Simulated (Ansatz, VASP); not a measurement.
# ZrC in VASP and in Ansatz

```
Zr C
1.0
     0.00000    2.33456    2.33456
     2.33456    0.00000    2.33456
     2.33456    2.33456    0.00000
Zr C
1 1
Direct
  0.50000 0.50000 0.50000
  0.00000 0.00000 0.00000
```

Alike in both runs: functional PBEsol; k mesh 16 × 16 × 16; occupations gaussian, width 0.1 eV; no spin polarisation.

Ansatz relaxed the structure, and its values are those at the end. VASP's run is a single point on that final structure, the one shown.

|  | VASP | Ansatz |
| --- | --- | --- |
| version | VASP 6.6.1 | Ansatz 0.2.0 |
| potentials or method | VASP PAW PBE potentials, release 64 (Zr_sv, C) | scalar-relativistic, plane waves, PAW |
| plane-wave cutoff (eV) | 520 | 420 |
| valence electrons in the cell | 16 | 16 |

Ansatz gave:

```
gap on the k mesh at the Fermi level (eV) : none
pressure (GPa)                            : 0.0
```

Question: Estimate VASP's values.

Answer: gap on the k mesh at the Fermi level (eV): none; pressure (GPa): 0.3.

A gap of «none» marks a metal or a gap that the smearing closes. The functional is the same, so the differences come from potentials, cutoffs and numerics.

Caveats: the PAW data sets were made with another functional, which shifts forces and pressure a little (VASP).
